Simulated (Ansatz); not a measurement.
Crystal: Si3N4.

```
Si N
1.0
     4.13078    0.00000    0.00000
     0.00000    4.13078    0.00000
     0.00000    0.00000    4.13078
Si N
3 4
Direct
  0.00000 0.00000 0.50000
  0.50000 0.00000 0.00000
  0.00000 0.50000 0.00000
  0.23952 0.23952 0.76048
  0.76048 0.76048 0.76048
  0.23952 0.76048 0.23952
  0.76048 0.23952 0.23952
```

The cell was built by a generator and needn't be a form met in nature.

Base run:

| Property | Result |
| --- | --- |
| Program | Ansatz 0.2.0 |
| Functional | LDA |
| Potentials or basis | Ansatz PAW |
| Cutoff | 420 eV (not typed: the program's choice for these potentials) |
| k mesh | 7 × 7 × 7 |
| Occupations | fermi-dirac, width 0.05 eV |
| Spin | no spin polarisation |

Its results: band gap on the k mesh 2.63 eV, indirect (least direct gap 2.82 eV); pressure -9.3 GPa; largest force 0.308 eV/Å.

**Question.** After a change of settings the same cell gave: band gap on the k mesh 2.69 eV, indirect (least direct gap 2.90 eV); pressure 1.7 GPa; largest force 0.194 eV/Å. Which change was it?
A. functional from LDA to PBE; cutoff from 420 eV (not typed: the program's choice for these potentials) to 250 eV
B. functional from LDA to PBE; k mesh from 7 × 7 × 7 to 3 × 3 × 3
C. functional from LDA to r2SCAN; cutoff from 420 eV (not typed: the program's choice for these potentials) to 500 eV (not typed: the program's choice for these potentials)

**Answer.** A.

PBE binds less tightly than LDA, so the same cell stands under more pressure.

Caveats: the PAW data sets come from PBE, with cores solved anew for the run's functional, which leaves a small shift of forces and pressure (some runs); odd divisions of the mesh miss points on the zone boundary, where band edges often lie, so the gap on the mesh can be too wide (some runs); the pressure holds a Pulay correction of +39.4 GPa for the finite cutoff (some runs); the cutoff lies under the one recommended for these potentials (some runs).
